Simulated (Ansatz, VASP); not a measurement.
# Ge: VASP beside Ansatz

```xyz
2
Lattice="-2.4271 2.4271 1.3742 2.4271 -2.4271 1.3742 2.4271 2.4271 -1.3742" Properties=species:S:1:pos:R:3 pbc="T T T"
Ge    2.4271    0.0000    0.6871
Ge    0.0000    0.0000    1.3742
```

Alike in both runs: functional PBEsol; k mesh 8 × 8 × 8; occupations gaussian, width 0.1 eV; no spin polarisation.

Ansatz relaxed the structure, and its values are those at the end. VASP's run is a single point on that final structure, the one shown.

```csv
,VASP,Ansatz
version,VASP 6.6.1,Ansatz 0.2.0
potentials or method,"VASP PAW PBE potentials, release 64 (Ge_d)","scalar-relativistic, plane waves, PAW"
plane-wave cutoff (eV),520,420
valence electrons in the cell,28,28
```

VASP gave:

* gap on the k mesh at the Fermi level (eV): none
* pressure (GPa): 13.1

**Question.** Estimate Ansatz's values.

**Answer.** gap on the k mesh at the Fermi level (eV): none; pressure (GPa): 13.2.

A gap of «none» marks a metal or a gap that the smearing closes.

Caveats: the PAW data sets were made with another functional, which shifts forces and pressure a little (VASP).
